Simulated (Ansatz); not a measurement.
Consider the hydrogen abstraction from a Ge–H bond: `C[O][GeH]([NH2])[Cl]` + `F[C](F)F`• → `C[O][Ge]([NH2])[Cl]`• + `FC(F)F`.

Program: Ansatz. Geometries: PBE0-D4/def2-TZVP. ΔE: electronic, gas phase. CBS: MP2 limit from def2 TZ/QZ plus the TZ coupled-cluster correction, frozen cores. This one scheme is used for every species. DFT in def2-TZVPP. B3LYP here is the variant with VWN-RPA as its local correlation; programs differ in this. Open shells (•) are unrestricted, without spin–orbit coupling. For Ge outer-core shells are correlated without core-valence functions, which leaves a few kJ/mol of doubt a bond. Scalar relativity is left out up to krypton. Each species was taken in one conformer, which may not be the lowest.

```
             level  ΔE (kcal/mol)
           PBE0-D4          -27.6
          B3LYP-D4          -29.6
           ωB97M-V          -29.2
            B2PLYP          -28.1
               PBE          -30.5
            r2SCAN          -27.3
    MP2/def2-TZVPP          -26.8
CCSD(T)/def2-TZVPP          -26.3
```

Task: What does CCSD(T)/CBS give? (Best estimate.)

Result: Computed: -26.8 kcal/mol. The listed levels differ from it by -0.8, -2.8, -2.4, -1.3, -3.7, -0.5, 0.0, 0.5 kcal/mol.

Largest T1 diagnostic among the species: 0.014.

From PBE to PBE0 (25 % exact exchange), in def2-TZVPP and without D4, ΔE moves by +2.8 kcal/mol. In def2-TZVPP, CCSD(T) changes the Hartree–Fock value by −6.6 kcal/mol (the triples alone add −0.8 kcal/mol) and MP2 by −7.1 kcal/mol.

CCSD(T)/CBS has its own doubt, a few kJ/mol and more with outer-core shells, so smaller differences from it don't rank the levels.
